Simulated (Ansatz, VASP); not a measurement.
## InAs: VASP beside Ansatz

```
In As
1.0
     0.00000    2.87730    2.87730
     2.87730    0.00000    2.87730
     2.87730    2.87730    0.00000
In As
1 1
Direct
  0.50000 0.50000 0.50000
  0.00000 0.00000 0.00000
```

Measurements of this composition are mostly on another form, of space group No. 216.

Alike in both runs: functional revPBE; k mesh 8 × 8 × 8; occupations fermi-dirac, width 0.05 eV; no spin polarisation.

|  | VASP | Ansatz |
| --- | --- | --- |
| version | VASP 6.6.1 | Ansatz 0.2.0 |
| potentials or method | VASP PAW PBE potentials, release 64 (In_d, As) | Ansatz PAW |
| plane-wave cutoff (eV) | 520 | 420 |
| valence electrons in the cell | 18 | 28 |
| task | single point | band structure |

|  | VASP | Ansatz | Ansatz less VASP |
| --- | --- | --- | --- |
| gap on the k mesh at the Fermi level (eV) | none | none | - |
| pressure (GPa) | 1.3 | 1.2 | -0.05 |

A gap of «none» marks a metal or a gap that the smearing closes. The two sets of potentials don't hold the same shells in valence.

Caveats: the PAW data sets were made with another functional, which shifts forces and pressure a little (VASP); spin-orbit coupling is left out, which moves the levels of the heavy elements (Ansatz); the PAW data sets come from PBE, with cores solved anew for the run's functional, which leaves a small shift of forces and pressure (Ansatz).
